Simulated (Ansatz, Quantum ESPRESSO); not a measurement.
**CaSe (Fm-3m): third-order response**

Which lines does CaSe (Fm-3m) show in Raman and infrared spectra?

Main program and level: Quantum ESPRESSO 8.0 development, patched; DFT LDA, scalar-relativistic, plane waves, PseudoDojo norm-conserving pseudopotentials.

The database entry behind the starting cell differs from later determinations by our own check (0.1 to 0.3 % short, probably kX units), so it need not match the best structure at ambient conditions.

### 1. The starting structure

The structure is cubic, space group Fm-3m (No. 225). Conventional cell: a = 5.912 Å, b = 5.912 Å, c = 5.912 Å, α = 90.00°, β = 90.00°, γ = 90.00°. Ca has 6 Se at 2.96 Å nearest. Nearest to Se lie 6 Ca at 2.96 Å. Farther neighbours and most contacts between anions are not listed.

### 2. A probe with smearing

A cheap run with smearing and empty bands tells whether the crystal has a gap, which decides between fixed occupations and smearing later on.

Contents of probe.in:

```
&CONTROL
  calculation = 'scf'
  prefix      = 'x'
  outdir      = './tmp'
  pseudo_dir  = './pseudo'
  tprnfor     = .true.
  tstress     = .true.
  verbosity   = 'high'
/
&SYSTEM
  ibrav       = 2
  celldm(1)   = 11.17206085
  nat         = 2
  ntyp        = 2
  ecutwfc     = 86.0
  occupations = 'smearing'
  smearing    = 'gaussian'
  degauss     = 0.01
/
&ELECTRONS
  conv_thr         = 1.0d-07
  mixing_beta      = 0.7
  electron_maxstep = 100
/
ATOMIC_SPECIES
 Ca     40.0780  Ca.upf
 Se     78.9710  Se.upf
ATOMIC_POSITIONS crystal
 Ca     0.000000000   0.000000000   0.000000000
 Se     0.500000000   0.500000000   0.500000000
K_POINTS automatic
 6 6 6 0 0 0
```

Run with:

```sh
$ OMP_NUM_THREADS=1 mpirun -n 4 pw.x -nk 4 -in probe.in > probe.out
```

Log:

```text
[banners, grids, parts of the stress and lines that vanish by symmetry left out]
Program PWSCF v.8.0dev
     bravais-lattice index     =            2
     lattice parameter (alat)  =      11.1721  a.u.
[...]
kinetic-energy cutoff     =      86.0000  Ry
     charge density cutoff     =     344.0000  Ry
     scf convergence threshold =      1.0E-07
[...]
Exchange-correlation= SLA-PW-NOGX-NOGC
                           (   1   4   0   0   0   0   0)
[...]
48 Sym. Ops., with inversion, found
[...]
(     0          1          0      )
                  (     0          0          1      )
[...]
(  0.0000000  1.0000000  0.0000000 )
                  (  0.0000000  0.0000000  1.0000000 )
[...]
(     1          0         -1      )
                  (     0          0         -1      )
[...]
(  0.0000000 -1.0000000  0.0000000 )
[...]
(     0          1         -1      )
                  (     0          1          0      )
[...]
( -1.0000000  0.0000000  0.0000000 )
                  (  0.0000000  1.0000000  0.0000000 )
[...]
number of k points=    16  Gaussian smearing, width (Ry)=  0.0100
[...]
End of self-consistent calculation
[...]
the Fermi energy is     8.4582 ev
!    total energy              =    -320.01915076 Ry
[...]
convergence has been achieved in   7 iterations
[...]
atom    1 type  1   force =     0.00000000    0.00000000    0.00000000
     atom    2 type  2   force =     0.00000000    0.00000000    0.00000000
[...]
Total force =     0.000000     Total SCF correction =     0.000000
[...]
total   stress  (Ry/bohr**3)                   (kbar)     P=      -31.61
[...]
XML data file, charge density, pseudopotentials, collected wavefunctions

   JOB DONE.
```

Run time: 5.8 s. Hardware: 4 MPI ranks of Intel Xeon Platinum 8375C at 2.90GHz (Ice Lake), shared host.

Read from the output:

| Property | Result |
| --- | --- |
| volume per atom | 25.83 Å³ |
| pressure | -3.161 GPa |
| gap on the k-mesh | 1.875 eV |

A gap of 1.9 eV opens on this mesh, so the crystal is taken as an insulator; the start stands at -3.2 GPa.

### 3. Relaxing the cell and atoms

The relaxation runs at a cutoff a fifth above that of the response, since stress converges more slowly with the basis than frequencies do. Forces and stress are brought to rest with tight thresholds.

Contents of relax.in:

```
&CONTROL
  calculation   = 'vc-relax'
  prefix        = 'x'
  outdir        = './tmp'
  pseudo_dir    = './pseudo'
  tprnfor       = .true.
  tstress       = .true.
  forc_conv_thr = 2.0d-05
  etot_conv_thr = 1.0d-07
  nstep         = 40
/
&SYSTEM
  ibrav       = 2
  celldm(1)   = 11.17206085
  nat         = 2
  ntyp        = 2
  ecutwfc     = 103
  occupations = 'fixed'
  nbnd        = 15
/
&ELECTRONS
  conv_thr         = 1.0d-11
  mixing_beta      = 0.7
  electron_maxstep = 100
/
&IONS
/
&CELL
  press_conv_thr = 0.2
/
ATOMIC_SPECIES
 Ca     40.0780  Ca.upf
 Se     78.9710  Se.upf
ATOMIC_POSITIONS crystal
 Ca     0.000000000   0.000000000   0.000000000
 Se     0.500000000   0.500000000   0.500000000
K_POINTS automatic
 8 8 8 0 0 0
```

Run with:

```sh
$ OMP_NUM_THREADS=1 mpirun -n 4 pw.x -nk 4 -in relax.in > relax.out
```

Log:

```text
[banners, grids, parts of the stress and lines that vanish by symmetry left out]
[banner, memory and clock lines left out]
Program PWSCF v.8.0dev

[...]
kinetic-energy cutoff     =     103.0000  Ry
     charge density cutoff     =     412.0000  Ry
     scf convergence threshold =      1.0E-11
[...]
energy convergence thresh.=      1.0E-07
     force convergence thresh. =      2.0E-05
     press convergence thresh. =      2.0E-01
     Exchange-correlation= SLA-PW-NOGX-NOGC
                           (   1   4   0   0   0   0   0)
[...]
48 Sym. Ops., with inversion, found
[...]
number of k points=    29
[...]
c_bands: 2 eigenvalues not converged on the other pools
[...]
c_bands:  1 eigenvalues not converged
[...]
c_bands:  1 eigenvalues not converged
[...]
End of self-consistent calculation
[...]
highest occupied, lowest unoccupied level (ev):     7.1466    9.0224
!    total energy              =    -320.01925648 Ry
[...]
convergence has been achieved in  11 iterations
[...]
atom    1 type  1   force =     0.00000000    0.00000000   -0.00000000
     atom    2 type  2   force =     0.00000000    0.00000000    0.00000000
     Total force =     0.000000     Total SCF correction =     0.000000
[...]
total   stress  (Ry/bohr**3)                   (kbar)     P=      -31.56
[...]
number of bfgs steps    =   0
[...]
CELL_PARAMETERS (alat= 11.17206085)
[...]
ATOMIC_POSITIONS (crystal)
Ca              -0.0000000000        0.0000000000        0.0000000000
Se               0.5000000000        0.5000000000        0.5000000000
[...]
New effective cutoffs (rho, wfc):  415.63  104.11
[...]
End of self-consistent calculation
[...]
highest occupied, lowest unoccupied level (ev):     7.3396    9.1760
!    total energy              =    -320.02031657 Ry
[...]
convergence has been achieved in   9 iterations
[...]
atom    1 type  1   force =     0.00000000    0.00000000   -0.00000000
     atom    2 type  2   force =    -0.00000000   -0.00000000   -0.00000000
     Total force =     0.000000     Total SCF correction =     0.000000
[...]
total   stress  (Ry/bohr**3)                   (kbar)     P=      -24.24
[...]
number of bfgs steps    =   1
[...]
CELL_PARAMETERS (alat= 11.17206085)
[...]
ATOMIC_POSITIONS (crystal)
Ca              -0.0000000000        0.0000000000        0.0000000000
Se               0.5000000000        0.5000000000        0.5000000000
[...]
New effective cutoffs (rho, wfc):  422.44  105.81
[...]
End of self-consistent calculation
[...]
highest occupied, lowest unoccupied level (ev):     7.6379    9.4113
!    total energy              =    -320.02134569 Ry
[...]
convergence has been achieved in   8 iterations
[...]
atom    1 type  1   force =     0.00000000    0.00000000    0.00000000
     atom    2 type  2   force =    -0.00000000   -0.00000000   -0.00000000
     Total force =     0.000000     Total SCF correction =     0.000000
[...]
total   stress  (Ry/bohr**3)                   (kbar)     P=      -12.17
[...]
number of bfgs steps    =   2
[...]
CELL_PARAMETERS (alat= 11.17206085)
[...]
ATOMIC_POSITIONS (crystal)
[...]
New effective cutoffs (rho, wfc):  429.24  107.52
[...]
c_bands: 1 eigenvalues not converged on the other pools
[...]
End of self-consistent calculation
[...]
highest occupied, lowest unoccupied level (ev):     7.9392    9.6468
!    total energy              =    -320.02165434 Ry
[...]
convergence has been achieved in  12 iterations
[...]
atom    1 type  1   force =     0.00000000    0.00000000    0.00000000
     atom    2 type  2   force =     0.00000000    0.00000000    0.00000000
     Total force =     0.000000     Total SCF correction =     0.000000
[...]
total   stress  (Ry/bohr**3)                   (kbar)     P=        0.99
[...]
number of bfgs steps    =   3
[...]
CELL_PARAMETERS (alat= 11.17206085)
[...]
ATOMIC_POSITIONS (crystal)
[...]
New effective cutoffs (rho, wfc):  428.73  107.39
[...]
c_bands: 1 eigenvalues not converged on the other pools
[...]
End of self-consistent calculation
[...]
highest occupied, lowest unoccupied level (ev):     7.9165    9.6291
!    total energy              =    -320.02165624 Ry
[...]
convergence has been achieved in   9 iterations
[...]
atom    1 type  1   force =     0.00000000    0.00000000    0.00000000
     atom    2 type  2   force =     0.00000000    0.00000000    0.00000000
     Total force =     0.000000     Total SCF correction =     0.000000
[...]
total   stress  (Ry/bohr**3)                   (kbar)     P=       -0.04
[...]
number of bfgs steps    =   4
[...]
small trust_radius: resetting bfgs history
[...]
CELL_PARAMETERS (alat= 11.17206085)
[...]
ATOMIC_POSITIONS (crystal)
[...]
New effective cutoffs (rho, wfc):  428.74  107.39
[...]
End of self-consistent calculation
[...]
highest occupied, lowest unoccupied level (ev):     7.9167    9.6293
!    total energy              =    -320.02165624 Ry
[...]
convergence has been achieved in   3 iterations
[...]
atom    1 type  1   force =    -0.00000000   -0.00000000   -0.00000000
     atom    2 type  2   force =    -0.00000000   -0.00000000   -0.00000000
     Total force =     0.000000     Total SCF correction =     0.000000
[...]
total   stress  (Ry/bohr**3)                   (kbar)     P=       -0.03
[...]
bfgs converged in   6 scf cycles and   5 bfgs steps
[...]
End of BFGS Geometry Optimization
     Final enthalpy           =    -320.0216562369 Ry
     File ./tmp/x.bfgs deleted, as requested
[...]
CELL_PARAMETERS (alat= 11.17206085)
[...]
ATOMIC_POSITIONS (crystal)
Ca              -0.0000000000        0.0000000000       -0.0000000000
Se               0.5000000000        0.5000000000        0.5000000000
[...]
Final scf calculation at the relaxed structure.
[...]
kinetic-energy cutoff     =     103.0000  Ry
     charge density cutoff     =     412.0000  Ry
     scf convergence threshold =      1.0E-13
[...]
press convergence thresh. =      2.0E-01
     Exchange-correlation= SLA-PW-NOGX-NOGC
                           (   1   4   0   0   0   0   0)
[...]
48 Sym. Ops., with inversion, found
[...]
number of k points=    29
[...]
c_bands: 1 eigenvalues not converged on the other pools
[...]
c_bands:  1 eigenvalues not converged
[...]
End of self-consistent calculation
[...]
highest occupied, lowest unoccupied level (ev):     7.9167    9.6293
!    total energy              =    -320.02164903 Ry
[...]
convergence has been achieved in  12 iterations
[...]
atom    1 type  1   force =     0.00000000    0.00000000   -0.00000000
     atom    2 type  2   force =    -0.00000000   -0.00000000    0.00000000
     Total force =     0.000000     Total SCF correction =     0.000000
[...]
total   stress  (Ry/bohr**3)                   (kbar)     P=       -0.02
[...]
XML data file, charge density, pseudopotentials, collected wavefunctions
```

The job ended after 72 s (4 MPI ranks).

The steps of the relaxation:

| step | energy less that of the first step (eV) | largest force (eV/Å) | pressure (GPa) | volume (Å³) |
| --- | --- | --- | --- | --- |
| 1 | 0.0000 | 0.0000 | -3.16 | 51.66 |
| 2 | -0.0144 | 0.0000 | -2.42 | 50.83 |
| 3 | -0.0284 | 0.0000 | -1.22 | 49.61 |
| 4 | -0.0326 | 0.0000 | 0.10 | 48.43 |
| 5 | -0.0327 | 0.0000 | 0.00 | 48.52 |
| 6 | -0.0327 | 0.0000 | 0.00 | 48.52 |
| 7 | -0.0326 | 0.0000 | 0.00 | 48.52 |

| conventional cell, symmetrised | before | after | change |
| --- | --- | --- | --- |
| a (Å) | 5.912 | 5.790 | -2.1 % |
| b (Å) | 5.912 | 5.790 | -2.1 % |
| c (Å) | 5.912 | 5.790 | -2.1 % |
| volume (Å³/atom) | 25.83 | 24.26 | -6.1 % |

The relaxed structure:

```
CELL_PARAMETERS angstrom
-2.89486 0.00000 2.89486
0.00000 2.89486 2.89486
-2.89486 2.89486 0.00000
ATOMIC_POSITIONS crystal
Ca 0.00000 0.00000 0.00000
Se 0.50000 0.50000 0.50000
```

The last row of the table of steps is pw.x's closing run on a basis chosen anew for the final cell, so its energy can jump.

Read from the output:

```yaml
volume_per_atom: 24.26 Å³
pressure: -0.002 GPa
gap_on_the_k_mesh: 1.713 eV
```

The volume changes by -6.1 % from the cell with which this run began.

### 4. Self-consistent run for the response

The response is built on this ground state, so it is converged far tighter than an energy would need. With a gap, occupations are fixed, which also allows the response to an electric field.

Contents of scf.in:

```
&CONTROL
  calculation = 'scf'
  prefix      = 'x'
  outdir      = './tmp'
  pseudo_dir  = './pseudo'
  tprnfor     = .true.
  tstress     = .true.
/
&SYSTEM
  ibrav       = 2
  celldm(1)   = 10.94099425
  nat         = 2
  ntyp        = 2
  ecutwfc     = 86.0
  occupations = 'fixed'
  nbnd        = 15
/
&ELECTRONS
  conv_thr         = 1.0d-12
  mixing_beta      = 0.7
  electron_maxstep = 100
/
ATOMIC_SPECIES
 Ca     40.0780  Ca.upf
 Se     78.9710  Se.upf
ATOMIC_POSITIONS crystal
 Ca     0.000000000   0.000000000   0.000000000
 Se     0.500000000   0.500000000   0.500000000
K_POINTS automatic
 8 8 8 0 0 0
```

Run with:

```sh
$ OMP_NUM_THREADS=1 mpirun -n 4 pw.x -nk 4 -in scf.in > scf.out
```

Log:

```text
[banners, grids, parts of the stress and lines that vanish by symmetry left out]
[banner, memory and clock lines left out]
Program PWSCF v.8.0dev

[...]
kinetic-energy cutoff     =      86.0000  Ry
     charge density cutoff     =     344.0000  Ry
     scf convergence threshold =      1.0E-12
[...]
Exchange-correlation= SLA-PW-NOGX-NOGC
                           (   1   4   0   0   0   0   0)
[...]
48 Sym. Ops., with inversion, found
[...]
number of k points=    29
[...]
c_bands: 1 eigenvalues not converged on the other pools
[...]
c_bands: 1 eigenvalues not converged on the other pools
[...]
c_bands: 1 eigenvalues not converged on the other pools
[...]
End of self-consistent calculation
[...]
highest occupied, lowest unoccupied level (ev):     7.9167    9.6293
!    total energy              =    -320.02161864 Ry
[...]
convergence has been achieved in  12 iterations
[...]
atom    1 type  1   force =     0.00000000    0.00000000    0.00000000
     atom    2 type  2   force =    -0.00000000   -0.00000000   -0.00000000
     Total force =     0.000000     Total SCF correction =     0.000000
[...]
total   stress  (Ry/bohr**3)                   (kbar)     P=       -0.04
[...]
XML data file, charge density, pseudopotentials, collected wavefunctions
```

Wall time 11 s (4 MPI ranks); 42 s of CPU time.

Numbers from this step:

* pressure: -0.004 GPa

The cell stands at -0.004 GPa, close enough for phonons.

[end of part 1 of 3]

[Host names and launcher messages were left out of these logs when they were recorded.]

[Logs are printed without paths, hosts, clocks, repeated set-up lines and the standing remarks that a program may print on its own settings, such as how far it seeks lower states.]

[Hosts, paths, dates, database ids (printed as entryN), source tags and the programs' standing remarks are cut or masked in the printed files.]
